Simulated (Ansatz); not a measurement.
## ZnS: random displacements

These are results of DFT r2SCAN, scalar-relativistic, plane waves, PAW in Ansatz, not measurements. Settings: plane waves to 500 eV, k-mesh 6×6×2 (Γ-centred), Gaussian smearing 0.05 eV. No spin polarisation. Energies are free energies at this smearing, counted from the undisturbed cell; pressure is positive in compression.

Reference structure (as given, not relaxed at this level):

```
Zn S
1.0
     3.82270    0.00000    0.00000
    -1.91135    3.31056    0.00000
     0.00000    0.00000   12.52000
Zn S
4 4
Direct
  0.00000 0.00000 0.00000
  0.00000 0.00000 0.50000
  0.33333 0.66667 0.25000
  0.66667 0.33333 0.75000
  0.00000 0.00000 0.18750
  0.00000 0.00000 0.68750
  0.33333 0.66667 0.43750
  0.66667 0.33333 0.93750
```

After a displacement of all atoms with no net shift, the run gives ΔE = 180.5 meV/atom; stress (xx, yy, zz, yz, xz, xy; compression positive) (6.99, 3.34, -2.48, -0.14, 1.28, -4.10) GPa; gap on the mesh 2.47 eV.

| atom | Fx (eV/Å) | Fy | Fz |
| --- | --- | --- | --- |
| Zn1 | 4.050 | -2.364 | 1.603 |
| Zn2 | -1.038 | 0.122 | 0.603 |
| Zn3 | 0.628 | 0.719 | 0.652 |
| Zn4 | 0.987 | -0.352 | 0.506 |
| S5 | -0.840 | -1.027 | -0.085 |
| S6 | -1.069 | 0.203 | -0.114 |
| S7 | 1.126 | 0.004 | -1.060 |
| S8 | -3.843 | 2.695 | -2.104 |

Q: Which displacements (Å, in the unstrained cell) and strain were applied?

A:
```
atom ux uy uz
 Zn1  -0.24   0.01  -0.21
 Zn2   0.12  -0.06  -0.07
 Zn3  -0.02   0.06  -0.11
 Zn4  -0.08   0.07   0.01
  S5   0.14   0.19  -0.04
  S6   0.13  -0.02   0.06
  S7  -0.02  -0.07   0.13
  S8  -0.04  -0.19   0.23
```
The cell is not strained.

Cost: 1 run of about 0.45 core-minutes, on Intel Xeon 6975P-C (Granite Rapids) (shared hosts).